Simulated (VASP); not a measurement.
A run of VASP 6.6.1 is set up as follows.

File INCAR:

```
  PREC = Accurate
  ENCUT = 520
  EDIFF = 1E-7
  ISMEAR = 0
  SIGMA = 0.02
  LREAL = False
  LASPH = True
  NELM = 60
  ALGO = Normal
  ISIF = 3
  LWAVE = False
  LCHARG = False
  GGA = PE
  IBRION = 2
  NSW = 80
  EDIFFG = -0.002
```

Contents of KPOINTS:

```
Automatic mesh
0
Gamma
  4 4 4
```

Contents of POSCAR:

```
Si                                      
1.0
    0.0000000000      2.7400657672      2.7400657672
    2.7400657672      0.0000000000      2.7400657672
    2.7400657672      2.7400657672     -0.0000000000
  Si            
     2
Direct
     0.7500000000000000    0.7500000000000000    0.7500000000000000
     0.5000000000000000    0.5000000000000000    0.5000000000000000
```

Potentials or basis: VASP PAW PBE potentials, release 64 (Si).

Run with:

```bash
$ cat potpaw_PBE.64/Si/POTCAR > POTCAR
$ mpirun -np 1 vasp_std > vasp.out
```

(1) Estimate the band gap on the k mesh.

Results:

(1) 0.75 eV, indirect (least direct gap 2.54 eV).

Caveat: the k mesh is coarse (spacing up to 0.50 Å⁻¹), so the values aren't converged; the relaxation stopped at its first step, so nothing moved.
